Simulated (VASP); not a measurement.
A run of VASP 6.6.1:

Contents of INCAR:

```
  PREC = Accurate
  ENCUT = 600
  EDIFF = 1E-7
  ISMEAR = 1
  SIGMA = 0.1
  LREAL = F
  LASPH = T
  NELM = 80
  ALGO = Fast
  ISIF = 4
  LWAVE = F
  LCHARG = F
  GGA = PE
  IVDW = 12
  IBRION = 2
  NSW = 40
  EDIFFG = -0.01
```

File KPOINTS:

```
Automatic mesh
0
Gamma
  15 15 11
```

File POSCAR:

```
MoP                                     
1.0
    3.1997117528      0.0000000000      0.0000000000
   -1.5998558764      2.7710316627      0.0000000000
    0.0000000000      0.0000000000      3.1733825802
  Mo              P             
     1     1
Direct
     0.0000000000000000    0.0000000000000000    0.0000000000000000
     0.3333333332999970    0.6666666667000030    0.5000000000000000
```

Potentials or basis: VASP PAW PBE potentials, release 64 (Mo_sv, P).

Launch:

```bash
$ cat potpaw_PBE.64/Mo_sv/POTCAR potpaw_PBE.64/P/POTCAR > POTCAR
$ mpirun -np 1 vasp_std > vasp.out
```

Hardware: 1 thread of Intel(R) Xeon(R) Platinum 8488C (Sapphire Rapids), on a shared host.

Question: How long does it take, and how much memory?

Answer: It took 65 s on 1 thread of Intel(R) Xeon(R) Platinum 8488C (Sapphire Rapids), on a shared host, peak memory 0.22 GiB. Counts: scf iterations 16, k points 162, ion steps 1.
